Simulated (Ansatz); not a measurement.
# An elastic constant from a strain scan in TiC

Theory: DFT PBE, scalar-relativistic, plane waves, PAW in Ansatz 0.2.0. Settings: plane waves to 420 eV, k-mesh 18×18×18 (Γ-centred), Gaussian smearing 0.15 eV. No spin polarisation. Energies are free energies at this smearing, counted from the undisturbed cell; pressure is positive in compression.

Zero of the scan (as given, not relaxed at this level; it stands at 0.9 GPa):

```xyz
2
Lattice="0.0000 2.1640 2.1640 2.1640 0.0000 2.1640 2.1640 2.1640 0.0000" Properties=species:S:1:pos:R:3 pbc="T T T"
Ti    0.0000    0.0000    0.0000
C     2.1640    2.1640    2.1640
```

The cell is strained by ε times the Voigt pattern (0, 0, 0, 0, 0, 1) (xx, yy, zz, yz, xz, xy; engineering shear) with fractional coordinates fixed. The cell holds 2 atoms in V0 = 20.27 Å³. The stress column is τ = (1/V0) dE/dε, got from the stress tensor σ (compression positive) at each point as −det(1 + εP) σ : P(1 + εP)⁻¹, with P the pattern as a tensor.

| ε | ΔE (meV/atom) | τ (GPa) |
| --- | --- | --- |
| -0.1312 | 92.579 | -22.210 |
| -0.1125 | 68.134 | -19.116 |
| -0.0937 | 47.268 | -15.972 |
| -0.0750 | 30.248 | -12.801 |
| -0.0562 | 16.940 | -9.578 |
| -0.0375 | 7.513 | -6.364 |
| -0.0187 | 1.861 | -3.153 |
| 0.0000 | 0.000 | 0.000 |
| 0.0187 | 1.861 | 3.153 |
| 0.0375 | 7.513 | 6.364 |
| 0.0562 | 16.940 | 9.578 |
| 0.0750 | 30.248 | 12.801 |
| 0.0937 | 47.268 | 15.972 |
| 0.1125 | 68.134 | 19.116 |
| 0.1312 | 92.579 | 22.210 |
| 0.1500 | ? | ? |

Task: Which combination of elastic constants does this scan measure, and how large is it?

Result: For small ε, τ = τ0 + Kε with K = pᵀCp, which for this pattern is C44 in the cubic axes. The parabola through τ at ε = -0.0187, 0 and 0.0187 has slope K = 169 GPa at zero. The energies per cell, E = NΔE, of the same two points give K = 2[E(ε₊)/ε₊ − E(ε₋)/ε₋]/[(ε₊ − ε₋)V0] = 168 GPa, in agreement.

Task: Predict the withheld row at ε = 0.1500 from the harmonic law, and compare.

Result: ΔE = V0(τ0 ε + Kε²/2)/N = 119.981 meV/atom and τ = 25.29 GPa. The calculation gives 120.806 meV/atom and 25.25 GPa, a miss of 0.7 % of the harmonic energy, so the harmonic law still holds here.

In a metal these slopes depend on the k mesh and the smearing.